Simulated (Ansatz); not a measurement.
# The perfect Nb wire along [100], 5 atoms a period, part 2 of 2

Wanted: the relaxed geometry and the bands of the Nb wire along [100], 5 atoms a period.

Ansatz 0.2.0; DFT PBE, plane waves, PAW; relaxation of a wire's period; PAW set soft_1 (the session's first sound run).

So far: Starting point; Relaxation of atoms and period.

## Step 2: Relaxation of atoms and period (continued)

Step by step:

```
step  energy less that of the first step (eV)  largest force component (eV/Å)  pressure (GPa)  volume (Å³)
   1                                   0.0000                          2.1266           -7.22       338.32
   2                                  -2.0650                          0.9531           -3.17       330.46
   3                                  -2.2081                          0.8919            2.22       323.65
   4                                  -2.3838                          0.1194           -0.45       321.03
   5                                  -2.3876                          0.0143           -0.15       320.88
  6*                                  -2.3871                          0.0142           -0.15       320.88
```

Relaxation steps marked * repeat the geometry before them on a plane-wave basis chosen anew for their cell, so energy and pressure can jump there.

The run keeps the 16 symmetry operations that it works with, so distortions that break them were not tested.

```
cell as run  before  after  change
      c (Å)   3.310  3.139  -5.2 %
```

The atoms that moved most (Å, along periodic axes as changes of fractional coordinates times the final cell, across vacuum about the mean position):

| atom | dx | dy | dz | length |
| --- | --- | --- | --- | --- |
| Nb2 | 0.189 | 0.189 | 0.000 | 0.267 |
| Nb3 | 0.189 | -0.189 | 0.000 | 0.267 |
| Nb4 | -0.189 | 0.189 | 0.000 | 0.267 |
| Nb5 | -0.189 | -0.189 | 0.000 | 0.267 |

The relaxed structure:

```xyz
5
Lattice="10.1100 0.0000 0.0000 0.0000 10.1100 0.0000 0.0000 0.0000 3.1394" Properties=species:S:1:pos:R:3
Nb    5.0550    5.0550    0.0000
Nb    3.5888    3.5888    1.5697
Nb    3.5888    6.5212    1.5697
Nb    6.5212    3.5888    1.5697
Nb    6.5212    6.5212    1.5697
```

This step gave:

```
energy at zero smearing    : -22750.5819 eV
cell length along the wire : 3.139 Å
```

The cell's length comes to 3.139 Å with spin left out.

## Step 3: The wire at its relaxed period

This step: DFT PBE, plane waves, PAW; bands of a perfect wire; PAW set soft_1 (Ansatz 0.2.0).

At the relaxed period the bands are computed along the axis; those that cross an energy going forward count the channels that a perfect wire would open there.

File input.yaml:

```yaml
crystal:
  lattice:
    - [10.11, 0.0, 0.0]
    - [0.0, 10.11, 0.0]
    - [0.0, 0.0, 3.1393947362]
  atoms:
    - { symbol: Nb, position: [0.5, 0.5, 0.0] }
    - { symbol: Nb, position: [0.354978494, 0.354978494, 0.5] }
    - { symbol: Nb, position: [0.354978494, 0.645021506, 0.5] }
    - { symbol: Nb, position: [0.645021506, 0.354978494, 0.5] }
    - { symbol: Nb, position: [0.645021506, 0.645021506, 0.5] }
kpoints:
  mp_grid: { grid: [1, 1, 26] }
  band_path: { path: ["Γ", Z], npoints: 90 }
scf:
  occupations: { method: fermi_dirac, width: 0.05 }
hamiltonian:
  xc: pbe
  pseudopotentials: { kind: paw, azcp: { folder: soft_1 } }
output:
  dos: { e_range: [-5, 4] }
  write_potential: true
  write_density: true
  volumetric_format: npy
```

Run with:

```
$ ansatz run input.yaml --threads 4 --pin off --max-ram 16384MiB --backend cpu --events-out ev --progress --plain --runs-dir out
```

Numbers of over 12 decimals in the logs are rounded to 6 here.

Log:

```text
[...]
Crystal: 5 atoms, lattice volume = 320.884 Å³
Basis set: ecut = 420 eV, 6255 PW (Γ)
Bands: 39, of which v1, the nominal top of the filled ones, is band 33 counted from 1 (32 counted from 0)
Symmetry: 16 space group operations
[...]
k-points: 14 of 26
[...]
SCF iter   1: F=—  HF=-22759.226952 eV  |F-HF|=—  |Δ(HF+E_count)|=         —  Δρ=5.69e-2  dr2=5.37e1  ethr=3.10e-3  ⟨swp⟩=8.2  Hψ=2362  notcnv=0
[...]
SCF iter  11: F=-22750.624547 eV  HF=-22750.624546 eV  |F-HF|=7.82e-8  |Δ(HF+E_count)|=   3.02e-7  Δρ=3.86e-6  dr2=5.71e-8  ethr=1.54e-10  ⟨swp⟩=7.4  Hψ=1879  notcnv=0
SCF 1 converged in 11 iterations: F = -22750.624547 eV  dr2 = 5.71e-8
[...]
NSCF: frozen V_eff on 91 k-points
WARN: The output density's exchange-correlation potential varies sharply where the density is thin. Do not read a vacuum level from v_tot or v_xc, or from such a field of the output density. On a cell that repeats whose density bears no net charge and no dipole along the vacuum's axis use v_es (v_loc + v_h of the components); under efield.dipole_correction with no amplitude use v_es + v_field, which holds any externa [...]
SCF converged after 11 iterations
Free energy (F): -22750.624547 eV
[...]
Internal energy: -22750.539949 eV  (E = F + TS)
E sigma→0 (E₀):  -22750.582248 eV
Entropy (-TS):   -0.084597 eV (-16.919 meV/atom)
Fermi energy:    2.896760 eV
[...]
--- Band table (eV; the first three rows and the last of 14) ---
  k-point 0: bands = [... 29 lower, 1.6847, 1.6847, 2.8150, 2.8150, 3.1696, 3.4906, 3.4906, 3.5784, ... 2 higher]
  k-point 1: bands = [... 29 lower, 1.7765, 1.7765, 2.8586, 2.8586, 3.0929, 3.5020, 3.5020, 3.5424, ... 2 higher]
  k-point 2: bands = [... 29 lower, 1.8876, 1.8876, 2.9090, 2.9742, 2.9742, 3.3050, 3.5373, 3.5373, ... 2 higher]
  k-point 13: bands = [... 29 lower, 2.2534, 2.7267, 2.7267, 3.0937, 3.0937, 3.5679, 3.7185, 4.7141, ... 2 higher]
```

Wall time 11 s (4 threads of Arm Neoverse V1, shared host); peak memory 0.85 GiB; 43 s of CPU time.

The column dr2 measures how far the density is from self-consistency, as an energy; F and HF (Harris–Foulkes) agree once it is small.

Numbers from this step:

| Item | Value |
| --- | --- |
| energy at zero smearing | -22750.5822 eV |
| band gap | 0 eV |

Electronic bands along the path, in eV, zero at the Fermi level:

```csv
point,band 30,band 31,band 32,band 33,band 34,band 35,band 36,band 37
Γ,-1.21,-1.21,-0.08,-0.08,0.27,0.59,0.59,0.68
halfway,-0.90,-0.39,-0.34,-0.34,-0.07,0.49,0.49,0.87
Z,-0.64,-0.17,-0.17,0.20,0.20,0.67,0.82,1.82
```

Between Γ and Z the bands cross the Fermi level 7 times, so a perfect wire would conduct at least 7 G₀, with spin left out.

## Step 4: Results

```
cell length, PBE                                            : 3.139 Å
ballistic conductance by band crossings, a lower bound, PBE : 7 G₀
```

What this shows: Under PBE the cell's length is 3.14 Å, and the bands cross the Fermi level 7 times between Γ and Z, which gives a perfect wire at least 7 G₀ (opposite crossings within one step of the path cancel in such a count). No spin was allowed, though thin wires with open d shells can turn magnetic.

[Logs are printed without paths, hosts, clocks, repeated set-up lines and the standing remarks that a program may print on its own settings, such as how far it seeks lower states.]

[Hosts, paths, dates, database ids (printed as entryN), source tags and the programs' standing remarks are cut or masked in the printed files.]
